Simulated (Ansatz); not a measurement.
System: BaO (rock salt type), 2 atoms in the cell.

```
Ba O
1.0
     0.00000    2.79500    2.79500
     2.79500    0.00000    2.79500
     2.79500    2.79500    0.00000
Ba O
1 1
Direct
  0.00000 0.00000 0.00000
  0.50000 0.50000 0.50000
```

Code and potentials: Ansatz PAW hard set, 700 eV. Settings: k-mesh 6×6×6 Γ-centred; Fermi–Dirac smearing of 0.02 eV; no spin polarisation; no spin–orbit coupling.

One run gave:

```
Pressure        : -1.76 GPa
Gap on the mesh : 2.45 eV
```

(1) Which level of theory was it?
A. PBE
B. r²SCAN

## Answers

(1) B. All runs:

| level | pressure (GPa) | gap (eV) |
| --- | --- | --- |
| PBE | -0.60 | 2.13 |
| r²SCAN | -1.76 | 2.45 |

The stress includes the program's correction for the finite plane-wave basis.

A gap read on the mesh is an upper bound of this method's gap, since the mesh can miss a band edge. Spin–orbit coupling is left out; with heavy elements it can shift the gap and split levels by tenths of an eV. Potentials made with PBE were used with another functional (at least in: Ansatz PAW hard set, 700 eV (r²SCAN)). Semilocal functionals give gaps that mostly lie well below measured ones.
